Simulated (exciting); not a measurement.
# Al (Fm-3m) in exciting: notebook, part 2 of 3

exciting (release sodium).

### 3 Real-space fields, RGE2 (cell strained at random at fixed volume)

The input, run_exciting.py:

```python
import subprocess
import xml.etree.ElementTree as ET
from ase.io import read
from ase.units import Bohr

atoms = read("Al.cif")
import spglib
from ase import Atoms
cell, positions, numbers = spglib.find_primitive((atoms.cell[:], atoms.get_scaled_positions(), atoms.numbers), symprec=1e-5)
atoms = Atoms(numbers, cell=cell, scaled_positions=positions, pbc=True)
rmt = {'Al': 2.0}  # bohr
tasks = """
<groundstate do="fromscratch" ngridk="11 13 11" rgkmax="6.5" gmaxvr="14" lmaxapw="10" lmaxmat="10" lmaxvr="8" stype="Gaussian" swidth="0.00183747" nempty="8" ValenceRelativity="iora*" epsengy="1e-05" epspot="1e-05" maxscl="60" outputlevel="low">
  <libxc exchange="XC_GGA_X_RGE2" correlation="XC_GGA_C_RGE2"/>
</groundstate>
<properties>
  <chargedensityplot>
    <plot3d>
      <box grid="15 15 15">
        <origin coord="0 0 0"/>
        <point coord="1 0 0"/>
        <point coord="0 1 0"/>
        <point coord="0 0 1"/>
      </box>
    </plot3d>
  </chargedensityplot>
  <elfplot>
    <plot3d>
      <box grid="15 15 15">
        <origin coord="0 0 0"/>
        <point coord="1 0 0"/>
        <point coord="0 1 0"/>
        <point coord="0 0 1"/>
      </box>
    </plot3d>
  </elfplot>
  <exccplot>
    <plot3d>
      <box grid="15 15 15">
        <origin coord="0 0 0"/>
        <point coord="1 0 0"/>
        <point coord="0 1 0"/>
        <point coord="0 0 1"/>
      </box>
    </plot3d>
  </exccplot>
</properties>
"""

root = ET.Element("input")
ET.SubElement(root, "title").text = "Al"
structure = ET.SubElement(root, "structure", speciespath="./", tshift="false")
crystal = ET.SubElement(structure, "crystal", scale="1.0")
for vector in atoms.cell / Bohr:
    ET.SubElement(crystal, "basevect").text = " ".join(f"{x:.12f}" for x in vector)
symbols = atoms.get_chemical_symbols()
for element in dict.fromkeys(symbols):
    species = ET.SubElement(structure, "species", speciesfile=element + ".xml", rmt=str(rmt[element]))
    for symbol, position in zip(symbols, atoms.get_scaled_positions(wrap=False)):
        if symbol == element:
            ET.SubElement(species, "atom", coord=" ".join(f"{x:.12f}" for x in position))
root.extend(ET.fromstring("<tasks>" + tasks + "</tasks>"))
ET.indent(root)
ET.ElementTree(root).write("input.xml")
subprocess.run(["exciting_smp"], check=True)
```

The input, Al.cif:

```cif
data_Al
_cell_length_a 2.81595032
_cell_length_b 2.85106348
_cell_length_c 2.86430553
_cell_angle_alpha 119.44915454
_cell_angle_beta 90.45486412
_cell_angle_gamma 118.87442150
_space_group_name_H-M_alt 'P-1'
_space_group_name_Hall '-P 1'
_space_group_IT_number 2
loop_
_space_group_symop_operation_xyz
'x,y,z'
'-x,-y,-z'
loop_
_atom_site_label
_atom_site_type_symbol
_atom_site_symmetry_multiplicity
_atom_site_Wyckoff_symbol
_atom_site_fract_x
_atom_site_fract_y
_atom_site_fract_z
_atom_site_occupancy
Al1 Al 1 h 0.5000000000 0.5000000000 0.5000000000 1
```

Potentials or basis: all-electron LAPW+lo, shipped species files, valence relativity iora*.

Command:

```
$ OMP_NUM_THREADS=1 python run_exciting.py
```

The program printed:

```text
================================================================================
EXCITING SODIUM started
[... 10 lines left out ...]

 Lattice vectors (cartesian) :
      5.3213748888      0.0000000000      0.0000000000
     -2.6016886207      4.7179276866      0.0000000000
     -0.0429707264     -3.0626884319      4.4627332480

 Reciprocal lattice vectors (cartesian) :
      1.1807447208      0.6511185224      0.4582193268
     -0.0000000000      1.3317680398      0.9139669218
      0.0000000000     -0.0000000000      1.4079231175

 Unit cell volume                           :     112.0407647029
 Brillouin zone volume                      :       2.2139282439

 Species :    1 (Al)
     parameters loaded from                 :    Al.xml
     name                                   :    aluminium

     atomic positions (lattice) :
       1 :   0.50000000  0.50000000  0.50000000

 Total number of atoms per unit cell        :       1

 Spin treatment                             :    spin-unpolarised

 Number of Bravais lattice symmetries       :       2
 Number of crystal symmetries               :       2

 k-point grid                               :      11   13   11
 Total number of k-points                   :     787
 k-point set is reduced with crystal symmetries

 R^MT_min * |G+k|_max (rgkmax)              :       6.50000000

 G-vector grid sizes                        :      24    25    25
 Total number of G-vectors                  :    5155

 Total nuclear charge                       :     -13.00000000
 Total electronic charge                    :      13.00000000

 Number of empty states                     :       8
 Total number of valence states             :      13

 Exchange-correlation type                  :     100
     libxc; exchange: Regularized PBE; correlation: Regularized PBE (see libxc for references)

 Smearing scheme                            :    Gaussian
 Smearing width                             :       0.00183747

[... 5 lines left out ...]
* Groundstate module started                                                   *
********************************************************************************
 Output level for this task is set to low

++++++++++++++++++++++++++++++++++++++++++++++++++++++++++++++++++++++++++++++++
[... 5 lines left out ...]
+ SCF iteration number :    1                                                  +
++++++++++++++++++++++++++++++++++++++++++++++++++++++++++++++++++++++++++++++++
 Total energy                               :      -241.96846131
 _______________________________________________________________
 Fermi energy                               :         0.27022989
 DOS at Fermi energy (states/Ha/cell)       :        13.05325114
 Electron charge: Core leakage              :         0.00137312

++++++++++++++++++++++++++++++++++++++++++++++++++++++++++++++++++++++++++++++++
+ SCF iteration number :    2                                                  +
++++++++++++++++++++++++++++++++++++++++++++++++++++++++++++++++++++++++++++++++
 Total energy                               :      -242.10548166
 _______________________________________________________________
 Fermi energy                               :         0.26957320
 DOS at Fermi energy (states/Ha/cell)       :        13.19660519
 Electron charge: Core leakage              :         0.00136115
[... 122 lines left out ...]
++++++++++++++++++++++++++++++++++++++++++++++++++++++++++++++++++++++++++++++++
+ SCF iteration number :   12                                                  +
++++++++++++++++++++++++++++++++++++++++++++++++++++++++++++++++++++++++++++++++
 Total energy                               :      -242.39272958
 _______________________________________________________________
 Fermi energy                               :         0.26782895
 DOS at Fermi energy (states/Ha/cell)       :        13.10960393
 Electron charge: Core leakage              :         0.00133432

 RMS change in effective potential (target) :  0.204004E-08  ( 0.100000E-04)
 Absolute change in total energy   (target) :  0.457606E-06  ( 0.100000E-04)
 Charge distance                   (target) :  0.385755E-08  ( 0.100000E-04)

++++++++++++++++++++++++++++++++++++++++++++++++++++++++++++++++++++++++++++++++
| Convergency criteria checked for the last 2 iterations                       +
| Convergence targets achieved. Performing final SCF iteration                 +
++++++++++++++++++++++++++++++++++++++++++++++++++++++++++++++++++++++++++++++++
 Total energy                               :      -242.39272955
 _______________________________________________________________
 Fermi energy                               :         0.26782895
 DOS at Fermi energy (states/Ha/cell)       :        13.10960445
 Electron charge: Core leakage              :         0.00133432

++++++++++++++++++++++++++++++++++++++++++++++++++++++++++++++++++++++++++++++++
[... 12 lines left out ...]
| EXCITING SODIUM stopped                                                      =
================================================================================
```

input.xml:

```text
<input>
  <title>Al</title>
  <structure speciespath="./" tshift="false">
    <crystal scale="1.0">
      <basevect>5.321374888763 0.000000000000 0.000000000000</basevect>
      <basevect>-2.601688620709 4.717927686621 0.000000000000</basevect>
      <basevect>-0.042970726385 -3.062688431939 4.462733247965</basevect>
    </crystal>
    <species speciesfile="Al.xml" rmt="2.0">
      <atom coord="0.500000000000 0.500000000000 0.500000000000" />
    </species>
  </structure>
  <groundstate do="fromscratch" ngridk="11 13 11" rgkmax="6.5" gmaxvr="14" lmaxapw="10" lmaxmat="10" lmaxvr="8" stype="Gaussian" swidth="0.00183747" nempty="8" ValenceRelativity="iora*" epsengy="1e-05" epspot="1e-05" maxscl="60" outputlevel="low">
    <libxc exchange="XC_GGA_X_RGE2" correlation="XC_GGA_C_RGE2" />
  </groundstate>
  <properties>
    <chargedensityplot>
      <plot3d>
        <box grid="15 15 15">
          <origin coord="0 0 0" />
          <point coord="1 0 0" />
          <point coord="0 1 0" />
          <point coord="0 0 1" />
        </box>
      </plot3d>
    </chargedensityplot>
    <elfplot>
      <plot3d>
        <box grid="15 15 15">
          <origin coord="0 0 0" />
          <point coord="1 0 0" />
          <point coord="0 1 0" />
          <point coord="0 0 1" />
        </box>
      </plot3d>
    </elfplot>
    <exccplot>
      <plot3d>
        <box grid="15 15 15">
          <origin coord="0 0 0" />
          <point coord="1 0 0" />
          <point coord="0 1 0" />
          <point coord="0 0 1" />
        </box>
      </plot3d>
    </exccplot>
  </properties>
</input>
```

stdout:

```text
Info(rhoplot):
 3D density plot written to RHO3D.xml

Info(potplot):
 3D Coulomb potential plot written to VCL3D.xml
 3D exchange-correlation potential plot written to VXC3D.xml

Info(elfplot): 3D ELF plot written to ELF3D.xml
```

Wall time 2 min (1 thread of Arm Neoverse V1, shared host); peak memory 0.1 GiB.

Results:

| Property | Result |
| --- | --- |
| Free energy | -6595.8428 eV |
| Band gap on the k mesh | none (metal or under the smearing width) |

Caveat: the log's total energy holds no entropy term; the free energy is that total less TS from the occupations.

(Continued in part 3 of 3.)
